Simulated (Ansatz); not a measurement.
## Response of CsH to small distortions

```
Cs H
1.0
     0.00000    3.19125    3.19125
     3.19125    0.00000    3.19125
     3.19125    3.19125    0.00000
Cs H
1 1
Direct
  0.00000 0.00000 0.00000
  0.50000 0.50000 0.50000
```

Atoms are numbered in the order listed.

Structure from Materials Project entry mp-1057286 (possibly hypothetical), not relaxed further.

Spin–orbit coupling is left out, though it moves levels of the heavy atoms by tenths of an eV or more.

The calculation used DFT, r2SCAN, all-electron PAW with datasets made for the crystal, scalar-relativistic in Ansatz 0.2.0.

Sampling and basis: a Γ-centred 7×7×7 k mesh, Fermi–Dirac smearing of 0.02 eV, cutoff 300 eV (chosen by the program for this cell), no spin polarisation.

The unchanged cell is at -0.01 GPa.

x, y and z are the Cartesian axes of the cell as listed; fractional coordinates follow a strain, and an engineering shear is twice the off-diagonal strain component.

Vzz stands for the principal value of largest size of the field-gradient tensor, whatever its axis.

No spin–orbit coupling: at heavy atoms the gradients can be off by tens of per cent for that reason.

Question: One change gave: energy change under 1 meV/atom; stress change (xx, yy, zz, yz, xz, xy) 0.00, 0.00, 0.00, 0.09, 0.09, 0.09 GPa, compression positive; Vzz in 10²¹ V/m²: Cs1 0 → 1.43 (η = 0.00), H2 0 → 0.00 (η = 0.00); gap on the k mesh 2.91 → 2.90 eV. Which change was it?
A. atom 1 (Cs) moved by (0.0300, 0.0000, 0.0000) Å
B. xy engineering shear strain of +3 %
C. equal xy, yz and zx engineering shear strains of -2 %

Answer: C. For xy engineering shear strain of +3 %: energy change under 1 meV/atom; stress change (xx, yy, zz, yz, xz, xy) 0.00, 0.00, -0.01, 0.00, 0.00, -0.14 GPa, compression positive; Vzz in 10²¹ V/m²: Cs1 0 → 1.11 (η = 0.97), H2 0 → 0 (under 0.004); gap on the k mesh 2.91 → 2.90 eV. For atom 1 (Cs) moved by (0.0300, 0.0000, 0.0000) Å: energy change under 1 meV/atom; stress change (xx, yy, zz, yz, xz, xy) 0.01, 0.00, 0.00, 0.00, 0.00, 0.00 GPa, compression positive; change of the force on Cs1 (-0.018, 0.000, 0.000) eV/Å; Vzz in 10²¹ V/m²: Cs1 0 → -0.01 (η = 0.00), H2 0 → 0 (under 0.004); gap on the k mesh 2.91 → 2.91 eV.
